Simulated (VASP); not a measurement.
# W (Im-3m) in VASP: notebook, part 2 of 2

VASP 6.6.1. Earlier steps stand in the parts before.

## Step 5: Overview

```csv
level,U,monkhorst-Pack mesh,other keys,gap on the mesh (eV),pressure (GPa)
LDA+U,W d U = 6 eV,-,-,none,11.1
LDA+U,W d U = 8 eV,-,-,none,18.2
LDA,-,yes,shifted = yes,-,-7.1
```

Alike in all rows: task single point; potentials or basis VASP PAW LDA potentials, release 64 (W_sv); no spin polarisation; cell as given; k mesh 12 × 12 × 12; cutoff (eV) 520; smearing fermi-dirac 0.05 eV.

Caveats: U without spin polarisation on a metal has little footing (some runs); the U is typed as a test and isn't derived for this compound (some runs).

Total energies depend on the potentials used, so only differences within one code and one set of settings carry meaning.
